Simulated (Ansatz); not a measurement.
# Zinc, fcc under revPBE: structure, energy and stiffness, part 2 of 2

What does revPBE give for zinc in the fcc structure? We relax it, solve it on a dense k-mesh, then scale the cell to 7 volumes from 88 to 112 % of the relaxed one and try a fit of the equation of state. Spin polarisation is left out. The k-meshes are 14×14×14 for the relaxation; 22×22×22 for the dense run; 15×15×15 for the volumes.

Ansatz 0.2.0; DFT, revPBE, plane waves (420 eV) with PAW, scalar-relativistic. Earlier steps stand in the parts before.

## (4) Volume × 0.88

This is Zn in the fcc structure; at room conditions it is hcp.

input.yaml

```yaml
crystal:
  lattice:
    - [0.0, 1.9040988967, 1.9040988967]
    - [1.9040988967, 0.0, 1.9040988967]
    - [1.9040988967, 1.9040988967, 0.0]
  atoms:
    - { symbol: Zn, position: [0.0, 0.0, 0.0] }
hamiltonian:
  xc: revpbe
  pseudopotentials:
    kind: paw
    azcp:
      Zn: "pseudopotentials/Zn.paw.azcp"
basis:
  ecutwfc: 420
  fft_grid_basis: typed
kpoints:
  mp_grid: { grid: [15, 15, 15], shift: [0, 0, 0] }
magnetization:
  spin_polarized: false
scf:
  occupations: { method: fermi_dirac, width: 0.1 }
  lower_state_search: "off"
output:
  stress: true
  write_density: true
  write_potential: true
  elf: true
  volumetric_format: npy
```

What it wrote (excerpt; [...] marks lines left out):

```text
Warning: RAYON_NUM_THREADS=2 ignored (pool sized by the plan → 2); use --threads N
[...]
Pseudopotentials: kind: paw
Pseudopotential: Zn, paw, valence charge 12, recommended cutoff 420 eV (normal), <dir>
Functional definition: revPBE
[...]
Crystal: 1 atoms, lattice volume = 13.807 Å³
Basis set: ecut = 420 eV, 283 PW (Γ)
Bands: 10, of which v1, the nominal top of the filled ones, is band 6 counted from 1 (5 counted from 0)
Symmetry: 48 space group operations
Space group: Fm-3m (ITA 225), of the structure as read, at distance tolerance 2.4e-5 Å
k-points: 120 of 3375
[...]
SCF iter   1: F=—  HF=-3322.813534 eV  |F-HF|=—  |Δ(HF+E_count)|=         —  Δρ=4.72e-3  dr2=1.37e-3  ethr=1.77e-3  ⟨swp⟩=4.9  Hψ=7725  notcnv=0
[...]
SCF iter   6: F=-3322.813092 eV  HF=-3322.813092 eV  |F-HF|=4.39e-9  |Δ(HF+E_count)|=   1.93e-7  Δρ=5.79e-6  dr2=2.51e-9  ethr=8.33e-10  ⟨swp⟩=9.1  Hψ=8507  notcnv=0
[...]
SCF converged after 6 iterations
Free energy (F): -3322.813092 eV
[...]
E sigma→0 (E₀):  -3322.808400 eV
Entropy (-TS):   -0.009384 eV (-9.384 meV/atom)
Fermi energy:    12.659570 eV
[...]
--- Stress (GPa, compression-positive) ---
       10.803473       0.000000      -0.000000
        0.000000      10.803473       0.000000
       -0.000000       0.000000      10.803473
  P = ⅓ Tr σ = 10.8035 GPa (108.035 kbar)
--- Band table (eV; the first three rows and the last of 120) ---
  k-point 0: bands = ["1.4991", "4.7741", "4.7741", "4.7741", "5.2282", "5.2282", "31.7349", "32.1828", "32.1828", "32.1828"]
[...]
```

It took 0.83 s on 2 threads of Arm Neoverse V2, shared host; peak memory 0.27 GiB.

The maps below are laid out on this run's own conventional cell (a, b, c = 3.808, 3.808, 3.808 Å).

Density in a lattice plane of the grid's cell (edges 3.81 and 3.81 Å, at 0.000 of the third edge), which holds Zn.

Ten even steps from ' ' (0.12 e/Å³) to '@' (45.72 e/Å³):
```
**==::                                      ::==
::..                                          ..
                                                
                                                
                                                
                                                
                                                
                      ..::..                    
                    ::==**==::                  
                  ..--##@@##--..                
                    ::==**==::                  
                      ..::..                    
                                                
                                                
                                                
                                                
                                                
::..                                          ..
**==::                                      ::==
@@##--..                                  ..--##
```
Columns run along the first of these edges and rows up along the second, over one cell in 24 and 20 even steps from the bottom left corner. Atoms in the plane (fractional): Zn at (0.00, 0.00), Zn at (0.50, 0.50).

ELF in the same plane.

Ten even steps from ' ' (0.00) to '@' (0.30):
```
      ..--****####%%##########%%####****--..    
    ..::++****##%%%%%%%%##%%%%%%%%##****++::..  
::::--++**####%%@@@@%%%%%%%%%%@@@@%%####**++--::
++++****####%%@@@@%%####**####%%@@@@%%####****++
******####@@@@@@####**********####@@@@@@####****
**####%%@@@@%%####****++++++****####%%@@@@%%####
%%%%%%@@@@%%####**++--::::::--++**####%%@@@@%%%%
##%%%%%%%%##****++::..      ..::++****##%%%%%%%%
######%%####****--..          ..--****####%%####
**########****++--..          ..--++****########
######%%####****--..          ..--****####%%####
##%%%%%%%%##****++::..      ..::++****##%%%%%%%%
%%%%%%@@@@%%####**++--::::::--++**####%%@@@@%%%%
**####%%@@@@%%####****++++++****####%%@@@@%%####
******####@@@@@@####**********####@@@@@@####****
++++****####%%@@@@%%####**####%%@@@@%%####****++
::::--++**####%%@@@@%%%%%%%%%%@@@@%%####**++--::
    ..::++****##%%%%%%%%##%%%%%%%%##****++::..  
      ..--****####%%##########%%####****--..    
      ..--++****########**########****++--..    
```
Columns run along the first of these edges and rows up along the second, over one cell in 24 and 20 even steps from the bottom left corner. Atoms in the plane (fractional): Zn at (0.00, 0.00), Zn at (0.50, 0.50).

Both are smooth fields of the valence electrons: close to the nuclei they are not physical.

## (5) Volume × 0.92

Changes to input.yaml since step 4:

```diff
@@ -2,5 +2,5 @@
   lattice:
-    - [0.0, 1.9040988967, 1.9040988967]
-    - [1.9040988967, 0.0, 1.9040988967]
-    - [1.9040988967, 1.9040988967, 0.0]
+    - [0.0, 1.9325224737, 1.9325224737]
+    - [1.9325224737, 0.0, 1.9325224737]
+    - [1.9325224737, 1.9325224737, 0.0]
   atoms:
@@ -25,5 +25 @@
   stress: true
-  write_density: true
-  write_potential: true
-  elf: true
-  volumetric_format: npy
```

What it wrote (excerpt; [...] marks lines left out):

```text
Warning: RAYON_NUM_THREADS=2 ignored (pool sized by the plan → 2); use --threads N
[...]
[... 3 set-up lines as earlier in the session ...]
[...]
Crystal: 1 atoms, lattice volume = 14.435 Å³
Basis set: ecut = 420 eV, 283 PW (Γ)
Bands: 10, of which v1, the nominal top of the filled ones, is band 6 counted from 1 (5 counted from 0)
[... 2 set-up lines as earlier in the session ...]
k-points: 120 of 3375
[...]
SCF iter   1: F=—  HF=-3322.846772 eV  |F-HF|=—  |Δ(HF+E_count)|=         —  Δρ=5.24e-3  dr2=1.88e-3  ethr=1.77e-3  ⟨swp⟩=5.0  Hψ=7690  notcnv=0
[...]
SCF iter   6: F=-3322.846016 eV  HF=-3322.846016 eV  |F-HF|=9.16e-8  |Δ(HF+E_count)|=   2.00e-6  Δρ=3.37e-5  dr2=8.99e-8  ethr=8.33e-10  ⟨swp⟩=3.8  Hψ=5265  notcnv=0
[...]
SCF converged after 6 iterations
Free energy (F): -3322.846016 eV
[...]
E sigma→0 (E₀):  -3322.841151 eV
Entropy (-TS):   -0.009731 eV (-9.731 meV/atom)
Fermi energy:    11.912399 eV
[...]
--- Stress (GPa, compression-positive) ---
        6.212375       0.000000      -0.000000
       -0.000000       6.212375      -0.000000
        0.000000       0.000000       6.212375
  P = ⅓ Tr σ = 6.2124 GPa (62.124 kbar)
```

Run time: 0.65 s. Hardware: 2 threads of Arm Neoverse V2, shared host; peak memory 0.26 GiB.

## (6) Volume × 0.96

Changes to input.yaml since step 5:

```diff
@@ -2,5 +2,5 @@
   lattice:
-    - [0.0, 1.9325224737, 1.9325224737]
-    - [1.9325224737, 0.0, 1.9325224737]
-    - [1.9325224737, 1.9325224737, 0.0]
+    - [0.0, 1.9601336681, 1.9601336681]
+    - [1.9601336681, 0.0, 1.9601336681]
+    - [1.9601336681, 1.9601336681, 0.0]
   atoms:
```

What it wrote (excerpt; [...] marks lines left out):

```text
Warning: RAYON_NUM_THREADS=2 ignored (pool sized by the plan → 2); use --threads N
[...]
[... 3 set-up lines as earlier in the session ...]
[...]
Crystal: 1 atoms, lattice volume = 15.062 Å³
Basis set: ecut = 420 eV, 283 PW (Γ)
Bands: 10, of which v1, the nominal top of the filled ones, is band 6 counted from 1 (5 counted from 0)
[... 2 set-up lines as earlier in the session ...]
k-points: 120 of 3375
[...]
SCF iter   1: F=—  HF=-3322.864028 eV  |F-HF|=—  |Δ(HF+E_count)|=         —  Δρ=5.73e-3  dr2=2.46e-3  ethr=1.77e-3  ⟨swp⟩=4.9  Hψ=7636  notcnv=0
[...]
SCF iter   7: F=-3322.863065 eV  HF=-3322.863065 eV  |F-HF|=2.64e-9  |Δ(HF+E_count)|=   1.70e-7  Δρ=5.55e-6  dr2=2.52e-9  ethr=8.33e-10  ⟨swp⟩=4.3  Hψ=3920  notcnv=0
[...]
SCF converged after 7 iterations
Free energy (F): -3322.863065 eV
[...]
E sigma→0 (E₀):  -3322.858002 eV
Entropy (-TS):   -0.010126 eV (-10.126 meV/atom)
Fermi energy:    11.231557 eV
[...]
--- Stress (GPa, compression-positive) ---
        2.649357       0.000000      -0.000000
        0.000000       2.649357       0.000000
       -0.000000      -0.000000       2.649357
  P = ⅓ Tr σ = 2.6494 GPa (26.494 kbar)
```

It took 0.66 s on 2 threads of Arm Neoverse V2, shared host; peak memory 0.26 GiB.

## (7) Volume × 1.0

Changes to input.yaml since step 6:

```diff
@@ -2,5 +2,5 @@
   lattice:
-    - [0.0, 1.9601336681, 1.9601336681]
-    - [1.9601336681, 0.0, 1.9601336681]
-    - [1.9601336681, 1.9601336681, 0.0]
+    - [0.0, 1.9869881513, 1.9869881513]
+    - [1.9869881513, 0.0, 1.9869881513]
+    - [1.9869881513, 1.9869881513, 0.0]
   atoms:
```

What it wrote (excerpt; [...] marks lines left out):

```text
Warning: RAYON_NUM_THREADS=2 ignored (pool sized by the plan → 2); use --threads N
[...]
[... 3 set-up lines as earlier in the session ...]
[...]
Crystal: 1 atoms, lattice volume = 15.690 Å³
Basis set: ecut = 420 eV, 331 PW (Γ)
Bands: 10, of which v1, the nominal top of the filled ones, is band 6 counted from 1 (5 counted from 0)
[... 2 set-up lines as earlier in the session ...]
k-points: 120 of 3375
[...]
SCF iter   1: F=—  HF=-3322.868865 eV  |F-HF|=—  |Δ(HF+E_count)|=         —  Δρ=5.98e-3  dr2=2.86e-3  ethr=1.77e-3  ⟨swp⟩=4.8  Hψ=7646  notcnv=0
[...]
SCF iter   7: F=-3322.867802 eV  HF=-3322.867802 eV  |F-HF|=2.04e-8  |Δ(HF+E_count)|=   4.65e-7  Δρ=1.39e-5  dr2=1.71e-8  ethr=8.33e-10  ⟨swp⟩=3.4  Hψ=4904  notcnv=0
[...]
SCF converged after 7 iterations
Free energy (F): -3322.867802 eV
[...]
E sigma→0 (E₀):  -3322.862497 eV
Entropy (-TS):   -0.010610 eV (-10.610 meV/atom)
Fermi energy:    10.609610 eV
[...]
--- Stress (GPa, compression-positive) ---
       -0.110261      -0.000000       0.000000
        0.000000      -0.110261       0.000000
       -0.000000       0.000000      -0.110261
  P = ⅓ Tr σ = -0.1103 GPa (-1.103 kbar)
```

Run time: 0.69 s. Hardware: 2 threads of Arm Neoverse V2, shared host; peak memory 0.26 GiB.

## (8) Volume × 1.04

Changes to input.yaml since step 7:

```diff
@@ -2,5 +2,5 @@
   lattice:
-    - [0.0, 1.9869881513, 1.9869881513]
-    - [1.9869881513, 0.0, 1.9869881513]
-    - [1.9869881513, 1.9869881513, 0.0]
+    - [0.0, 2.0131357307, 2.0131357307]
+    - [2.0131357307, 0.0, 2.0131357307]
+    - [2.0131357307, 2.0131357307, 0.0]
   atoms:
```

What it wrote (excerpt; [...] marks lines left out):

```text
Warning: RAYON_NUM_THREADS=2 ignored (pool sized by the plan → 2); use --threads N
[...]
[... 3 set-up lines as earlier in the session ...]
[...]
Crystal: 1 atoms, lattice volume = 16.317 Å³
Basis set: ecut = 420 eV, 331 PW (Γ)
Bands: 10, of which v1, the nominal top of the filled ones, is band 6 counted from 1 (5 counted from 0)
[... 2 set-up lines as earlier in the session ...]
k-points: 120 of 3375
[...]
SCF iter   1: F=—  HF=-3322.864007 eV  |F-HF|=—  |Δ(HF+E_count)|=         —  Δρ=5.97e-3  dr2=2.98e-3  ethr=1.77e-3  ⟨swp⟩=4.8  Hψ=7598  notcnv=0
[...]
SCF iter   7: F=-3322.863021 eV  HF=-3322.863021 eV  |F-HF|=1.42e-8  |Δ(HF+E_count)|=   3.66e-7  Δρ=1.13e-5  dr2=1.22e-8  ethr=8.33e-10  ⟨swp⟩=3.2  Hψ=4829  notcnv=0
[...]
SCF converged after 7 iterations
Free energy (F): -3322.863021 eV
[...]
E sigma→0 (E₀):  -3322.857448 eV
Entropy (-TS):   -0.011146 eV (-11.146 meV/atom)
Fermi energy:    10.040553 eV
[...]
--- Stress (GPa, compression-positive) ---
       -2.239714       0.000000       0.000000
       -0.000000      -2.239714       0.000000
        0.000000       0.000000      -2.239714
  P = ⅓ Tr σ = -2.2397 GPa (-22.397 kbar)
```

It took 0.7 s on 2 threads of Arm Neoverse V2, shared host; peak memory 0.26 GiB.

## (9) Volume × 1.08

Changes to input.yaml since step 8:

```diff
@@ -2,5 +2,5 @@
   lattice:
-    - [0.0, 2.0131357307, 2.0131357307]
-    - [2.0131357307, 0.0, 2.0131357307]
-    - [2.0131357307, 2.0131357307, 0.0]
+    - [0.0, 2.038621167, 2.038621167]
+    - [2.038621167, 0.0, 2.038621167]
+    - [2.038621167, 2.038621167, 0.0]
   atoms:
@@ -25 +25,5 @@
   stress: true
+  write_density: true
+  write_potential: true
+  elf: true
+  volumetric_format: npy
```

What it wrote (excerpt; [...] marks lines left out):

```text
Warning: RAYON_NUM_THREADS=2 ignored (pool sized by the plan → 2); use --threads N
[...]
[... 3 set-up lines as earlier in the session ...]
[...]
Crystal: 1 atoms, lattice volume = 16.945 Å³
Basis set: ecut = 420 eV, 331 PW (Γ)
Bands: 10, of which v1, the nominal top of the filled ones, is band 6 counted from 1 (5 counted from 0)
[... 1 set-up line as earlier in the session ...]
Space group: Fm-3m (ITA 225), of the structure as read, at distance tolerance 2.6e-5 Å
k-points: 120 of 3375
[...]
SCF iter   1: F=—  HF=-3322.851893 eV  |F-HF|=—  |Δ(HF+E_count)|=         —  Δρ=5.93e-3  dr2=3.04e-3  ethr=1.77e-3  ⟨swp⟩=4.9  Hψ=7656  notcnv=0
[...]
SCF iter   7: F=-3322.850914 eV  HF=-3322.850914 eV  |F-HF|=4.81e-9  |Δ(HF+E_count)|=   2.38e-7  Δρ=6.51e-6  dr2=4.20e-9  ethr=8.33e-10  ⟨swp⟩=5.9  Hψ=6766  notcnv=0
[...]
SCF converged after 7 iterations
Free energy (F): -3322.850914 eV
[...]
E sigma→0 (E₀):  -3322.845094 eV
Entropy (-TS):   -0.011640 eV (-11.640 meV/atom)
Fermi energy:    9.518335 eV
[...]
--- Stress (GPa, compression-positive) ---
       -3.872536      -0.000000      -0.000000
        0.000000      -3.872536      -0.000000
       -0.000000       0.000000      -3.872536
  P = ⅓ Tr σ = -3.8725 GPa (-38.725 kbar)
--- Band table (eV; the first three rows and the last of 120) ---
  k-point 0: bands = ["0.0674", "2.2327", "2.2327", "2.2327", "2.5391", "2.5391", "26.3536", "26.3536", "26.3536", "27.3023"]
[...]
```

Run time: 0.92 s. Hardware: 2 threads of Arm Neoverse V2, shared host; peak memory 0.28 GiB.

## (10) Volume × 1.12

Changes to input.yaml since step 9:

```diff
@@ -2,5 +2,5 @@
   lattice:
-    - [0.0, 2.038621167, 2.038621167]
-    - [2.038621167, 0.0, 2.038621167]
-    - [2.038621167, 2.038621167, 0.0]
+    - [0.0, 2.0634848512, 2.0634848512]
+    - [2.0634848512, 0.0, 2.0634848512]
+    - [2.0634848512, 2.0634848512, 0.0]
   atoms:
@@ -25,5 +25 @@
   stress: true
-  write_density: true
-  write_potential: true
-  elf: true
-  volumetric_format: npy
```

What it wrote (excerpt; [...] marks lines left out):

```text
Warning: RAYON_NUM_THREADS=2 ignored (pool sized by the plan → 2); use --threads N
[...]
[... 3 set-up lines as earlier in the session ...]
[...]
Crystal: 1 atoms, lattice volume = 17.573 Å³
Basis set: ecut = 420 eV, 331 PW (Γ)
Bands: 10, of which v1, the nominal top of the filled ones, is band 6 counted from 1 (5 counted from 0)
[... 2 set-up lines as earlier in the session ...]
k-points: 120 of 3375
[...]
SCF iter   1: F=—  HF=-3322.834169 eV  |F-HF|=—  |Δ(HF+E_count)|=         —  Δρ=5.86e-3  dr2=3.06e-3  ethr=1.77e-3  ⟨swp⟩=4.9  Hψ=7714  notcnv=0
[...]
SCF iter   7: F=-3322.833192 eV  HF=-3322.833192 eV  |F-HF|=8.04e-10  |Δ(HF+E_count)|=   1.04e-7  Δρ=2.65e-6  dr2=7.11e-10  ethr=8.33e-10  ⟨swp⟩=4.4  Hψ=3997  notcnv=0
[...]
SCF converged after 7 iterations
Free energy (F): -3322.833192 eV
[...]
E sigma→0 (E₀):  -3322.827188 eV
Entropy (-TS):   -0.012007 eV (-12.007 meV/atom)
Fermi energy:    9.037252 eV
[...]
--- Stress (GPa, compression-positive) ---
       -5.120701      -0.000000       0.000000
       -0.000000      -5.120701      -0.000000
        0.000000      -0.000000      -5.120701
  P = ⅓ Tr σ = -5.1207 GPa (-51.207 kbar)
```

It took 0.7 s on 2 threads of Arm Neoverse V2, shared host; peak memory 0.27 GiB.

## (11) Fitting the volumes

The cell was scaled evenly, with its shape and the fractional positions fixed.

| V (Å³/atom) | E − E₀ (meV/atom) | P from the stress (GPa) | P from the fit (GPa) |
| --- | --- | --- | --- |
| 13.807 | 54.1 | 10.80 | 10.79 |
| 14.435 | 21.3 | 6.21 | 6.15 |
| 15.062 | 4.5 | 2.65 | 2.58 |
| 15.690 | 0.0 | -0.11 | -0.17 |
| 16.317 | 5.1 | -2.24 | -2.30 |
| 16.945 | 17.4 | -3.87 | -3.93 |
| 17.573 | 35.3 | -5.12 | -5.18 |

A third-order Birch-Murnaghan fit gives V₀ = 15.645 Å³/atom, B₀ = 61 GPa and B₀′ = 5.5; it misses no point by more than 0.03 meV/atom.

Fit and stress differ a little: one follows E(σ → 0), the other the smeared free energy.

## (12) Results

The summary covers parts 1 to 2.

```
                      quantity                         value
space group (spins left aside)               Fm-3m (No. 225)
             conventional cell                   a = 3.974 Å
                        volume                15.690 Å³/atom
             shortest distance                       2.810 Å
               gap on the mesh  none (levels filled in part)
               relative to hcp                  +23 meV/atom
                   V₀, B₀, B₀′   15.645 Å³/atom, 61 GPa, 5.5
```

What this shows: From the guessed start the volume grew by 3.2 % in 6 steps. Against the reference form of zinc (hcp, computed apart with the same settings) it stands 23 meV/atom higher. No gap shows: it is a metal or semimetal at this level. B₀ comes out at 61 GPa. The symmetry was held, so the structure may be unstable against distortions that break it.
